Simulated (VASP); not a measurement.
# SiO2 (Cristobalite): phonons with LDA

Crystal: SiO2 (Cristobalite).

```
Si O
1.0
     4.92556    0.00000    0.00000
     0.00000    4.92556    0.00000
     0.00000    0.00000    6.82835
Si O
4 8
Direct
  0.30738 0.30738 0.00000
  0.19262 0.80738 0.25000
  0.69262 0.69262 0.50000
  0.80738 0.19262 0.75000
  0.23620 0.11866 0.18573
  0.38134 0.73620 0.43573
  0.76380 0.88134 0.68573
  0.61866 0.26380 0.93573
  0.73620 0.38134 0.56427
  0.88134 0.76380 0.31427
  0.26380 0.61866 0.06427
  0.11866 0.23620 0.81427
```

```json
{
 "Program": "VASP 6.6.1",
 "Task": "phonons",
 "Functional": "LDA",
 "Potentials or basis": "VASP PAW LDA potentials, release 64 (Si, O)",
 "Cutoff": "600 eV",
 "k mesh": "6 × 6 × 4",
 "Occupations": "gaussian, width 0.03 eV",
 "Spin": "no spin polarisation",
 "By perturbation theory": "no",
 "Further INCAR settings": "ALGO = Normal; EDIFF = 1e-08; IBRION = 6; POTIM = 0.015; NSW = 1"
}
```

```
Highest phonon frequency at Γ, LO-TO splitting left out : 1187 cm⁻¹
```

Phonon frequencies in cm⁻¹ (negative: imaginary):
| q point | frequencies |
| --- | --- |
| (0.000, 0.000, 0.000) | -1 -1 0 49 120 153 153 232 260 260 271 281 348 367 374 374 421 435 457 457 482 612 612 783 783 783 793 793 1081 1084 1084 1085 1091 1117 1187 1187 |

It took 13 min on 4 MPI ranks on AMD EPYC 9R45 96-Core Processor (Zen 5) (shared host), peak memory 0.76 GiB a rank.
